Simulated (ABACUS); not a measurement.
ZrN, 2 atoms in the cell. It takes space group Fm-3m (No. 225, cubic). The conventional cell has a = 4.600 Å, b = 4.600 Å, c = 4.600 Å, α = 90.00°, β = 90.00°, γ = 90.00°. Zr (site symmetry m-3m) has 6 N at 2.30 Å as nearest neighbours. N (site symmetry m-3m) is surrounded by 6 Zr at 2.30 Å. 

```yaml
Program: ABACUS 3.10.1
Task: single point
Functional: PBE
Potentials_or_basis: PseudoDojo NC SR 0.4.1 PBE standard
Cutoff: 1361 eV
Density_cutoff: 5442 eV
Basis: TZDP LCAO (the cutoffs set its grid)
k_mesh: 10 × 10 × 10
Occupations: fermi-dirac, width 0.05 eV
Spin: no spin polarisation
Orbital_files: Zr Zr_confined-atom_8au_4s3p3d1f.orb, N N_confined-atom_6au_3s3p2d1f.orb
Radial_cutoff_of_the_potentials_pseudo_rcut: 10 bohr
SCF_threshold_on_the_density: 1e-07
Max_SCF_steps: 100
Eigensolver: genelpa
Mixing: broyden
Mixing_share: 0.7
Symmetry_key: 1
Bands: 13
```

Potentials or basis: PseudoDojo NC SR 0.4.1 PBE standard, TZDP LCAO (the cutoffs set its grid).

Command:

```sh
$ OMP_NUM_THREADS=1 mpirun -np 4 abacus > log
```

Hardware: 4 MPI ranks on AMD EPYC 7B13 (Zen 3), on a shared host.

Estimate the wall time of this run.

It took 14 s on 4 MPI ranks on AMD EPYC 7B13 (Zen 3) (shared host), peak memory 0.6 GiB a rank. Counts: scf iterations 11, k points 47, bands 13, basis 64, ranks 4.
